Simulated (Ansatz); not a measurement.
# Cu (Cu, diamond): the cost of one run

Computed with Ansatz 0.2.0 (DFT PBE, plane waves (420 eV) with PAW, scalar-relativistic, unless a step says otherwise).

**1. The system as given**

The structure is cubic, space group Fd-3m (No. 227). Conventional cell: a = 5.034 Å, b = 5.034 Å, c = 5.034 Å, α = 90.00°, β = 90.00°, γ = 90.00°. Cu (site symmetry -43m) is surrounded by 4 Cu at 2.18 Å.

Coordinates:

```xyz
2
Lattice="0.0000 2.5169 2.5169 2.5169 0.0000 2.5169 2.5169 2.5169 0.0000" Properties=species:S:1:pos:R:3 pbc="T T T"
Cu    0.6292    0.6292    0.6292
Cu    4.4045    4.4045    4.4045
```

**2. Relaxation of the cell**

input.yaml reads:

```yaml
crystal:
  lattice:
    - [0.0, 2.5168736955, 2.5168736955]
    - [2.5168736955, 0.0, 2.5168736955]
    - [2.5168736955, 2.5168736955, 0.0]
  atoms:
    - { symbol: Cu, position: [0.125, 0.125, 0.125] }
    - { symbol: Cu, position: [0.875, 0.875, 0.875] }
hamiltonian:
  xc: pbe
  pseudopotentials:
    kind: paw
    azcp:
      Cu: "pseudopotentials/Cu.paw.azcp"
basis:
  ecutwfc: 420
  fft_grid_basis: typed
kpoints:
  mp_grid: { grid: [11, 11, 11], shift: [0, 0, 0] }
magnetization:
  spin_polarized: false
scf:
  occupations: { method: fermi_dirac, width: 0.1 }
relax:
  max_steps: 60
  f_tol: 0.01
  cell: {}
```

**Question.** How long does this run take on 1 thread of an x86-64 CPU, shared host, and how much memory does it need?

About 23 s, with a peak of 0.55 GiB.
